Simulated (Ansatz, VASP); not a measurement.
**BN: VASP beside Ansatz**

```
B N
1.0
     2.50245    0.00000    0.00000
    -1.25123    2.16719    0.00000
     0.00000    0.00000    4.21247
B N
2 2
Direct
  0.33333 0.66667 0.00007
  0.66667 0.33333 0.50007
  0.33333 0.66667 0.37393
  0.66667 0.33333 0.87393
```

Change from the starting cell: strained cell.

Alike in both runs: functional PBEsol; k mesh 9 × 9 × 6; occupations gaussian, width 0.02 eV; no spin polarisation.

Ansatz relaxed the structure, and its values are those at the end. VASP's run is a single point on that final structure, the one shown.

```csv
,VASP,Ansatz
version,VASP 6.6.1,Ansatz 0.2.0
potentials or method,"VASP PAW PBE potentials, release 64 (B, N)","scalar-relativistic, plane waves, PAW"
plane-wave cutoff (eV),520,420
valence electrons in the cell,16,16
```

VASP gave:

| Item | Value |
| --- | --- |
| gap on the k mesh at the Fermi level (eV) | 4.79 |
| least direct gap on the mesh (eV) | 8.16 |
| pressure (GPa) | 12.3 |
| rms of the force components (eV/Å) | 0.006 |

Question: What did Ansatz give for the same quantities?

Answer: gap on the k mesh at the Fermi level (eV): 4.80; least direct gap on the mesh (eV): 8.15; pressure (GPa): 11.3; rms of the force components (eV/Å): 0.000.

The functional is the same, so the differences come from potentials, cutoffs and numerics. Ansatz warned: «pseudo_functional_mismatch».

Caveats: the PAW data sets were made with another functional, which shifts forces and pressure a little (VASP); an odd mesh through Γ misses points on the zone boundary, where band edges often lie.
